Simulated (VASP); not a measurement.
# Pd under changes of volume

One of the cells (15.045 Å³/atom); the others are scaled copies at fixed shape and fractional positions:

```xyz
1
Lattice="0.0000 1.9594 1.9594 1.9594 0.0000 1.9594 1.9594 1.9594 0.0000" Properties=species:S:1:pos:R:3 pbc="T T T"
Pd    0.0000    0.0000    0.0000
```

| Property | Result |
| --- | --- |
| Program | VASP 6.6.1 |
| Functional | PBE |
| Potentials or basis | VASP PAW PBE potentials, release 64 (Pd) |
| Cutoff | 520 eV |
| k mesh | 12 × 12 × 12 |
| Occupations | fermi-dirac, width 0.05 eV |
| Spin | no spin polarisation |

```csv
volume (Å³/atom),energy over the lowest point (meV/atom),pressure (GPa)
13.865,84.87,21.4
14.160,50.84,15.8
14.455,26.44,10.9
15.045,1.91,2.8
15.340,0.00,-0.6
15.635,?,?
```

Question: What does the run at 15.635 Å³/atom give?

Answer: Energy over the lowest point 3.98 meV/atom; pressure -3.6 GPa.

Worked out: A Birch-Murnaghan fit of order 3 (a polynomial in V^(-2/3)) to the other rows has its minimum at 15.28 Å³/atom with B0 = V·E''(V) = 168 GPa and B' = 5.4. It gives 3.89 meV/atom at 15.635 Å³/atom, against the run's 3.98, and -dE/dV = -3.6 GPa, against -3.6.

Energies are extrapolated to zero smearing.
